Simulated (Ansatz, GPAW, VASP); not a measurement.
One calculation of Na, 3 ways

```
CELL_PARAMETERS angstrom
-2.14100 2.14100 2.14100
2.14100 -2.14100 2.14100
2.14100 2.14100 -2.14100
ATOMIC_POSITIONS crystal
Na 0.00000 0.00000 0.00000
```

Alike in all runs: task single point; functional LDA; k mesh 9 × 9 × 9; occupations gaussian, width 0.05 eV; no spin polarisation; no spin-orbit coupling. LDA stands for any of its common fits. Pressure is positive in compression and, in plane waves, holds the error of the finite cutoff.

| program and potentials | plane-wave cutoff (eV) | notes | pressure (GPa) |
| --- | --- | --- | --- |
| Ansatz, all-electron LAPW, scalar-relativistic | - | - | -1.12 |
| VASP, LDA PAW files Na_sv_GW, 550 eV | 550 | 9 valence electrons an atom on average | -1.56 |
| GPAW, the program's PAW data sets (release 1.2.1) made for this functional | 800 | 7 valence electrons an atom on average | -1.12 |

The pressure spans -1.56 (VASP, LDA PAW files Na_sv_GW, 550 eV) to -1.12 GPa (GPAW, the program's PAW data sets (release 1.2.1) made for this functional), with all-electron results at -1.12.

Differences between rows come from potentials, basis sets and numerical settings, since the functional is the same but for its coding. Runs on potential files found faulty are left out.
